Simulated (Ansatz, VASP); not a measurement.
## Two plane-wave programs on HfO2

```
CELL_PARAMETERS angstrom
0.00000 2.59116 2.59116
2.59116 0.00000 2.59116
2.59116 2.59116 0.00000
ATOMIC_POSITIONS crystal
Hf 0.00000 0.00000 0.00000
O 0.75000 0.75000 0.75000
O 0.25000 0.25000 0.25000
```

Measurements of this composition are mostly on another form, of space group No. 14.

Alike in both runs: task single point; functional PBE; k mesh 9 × 9 × 9; occupations fermi-dirac, width 0.05 eV; no spin polarisation.

```csv
,VASP,Ansatz
version,VASP 6.6.1,Ansatz 0.2.0
potentials or method,"VASP PAW PBE potentials, release 64 (Hf_pv, O)",Ansatz PAW soft_1
plane-wave cutoff (eV),520,420
valence electrons in the cell,22,38
```

|  | VASP | Ansatz | Ansatz less VASP |
| --- | --- | --- | --- |
| gap on the k mesh at the Fermi level (eV) | 3.72 | 3.72 | +0.003 |
| least direct gap on the mesh (eV) | 3.83 | 3.83 | +0.003 |
| pressure (GPa) | -14.1 | -10.9 | +3.23 |

The two sets of potentials don't hold the same shells in valence.

Caveats: spin-orbit coupling is left out, which moves the levels of the heavy elements; an odd mesh through Γ misses points on the zone boundary, where band edges often lie (VASP); odd divisions of the mesh miss points on the zone boundary, where band edges often lie, so the gap on the mesh can be too wide (Ansatz); the pressure holds a Pulay correction of +0.5 GPa for the finite cutoff (Ansatz). PBE gaps usually lie below the measured ones, often by a third to a half.
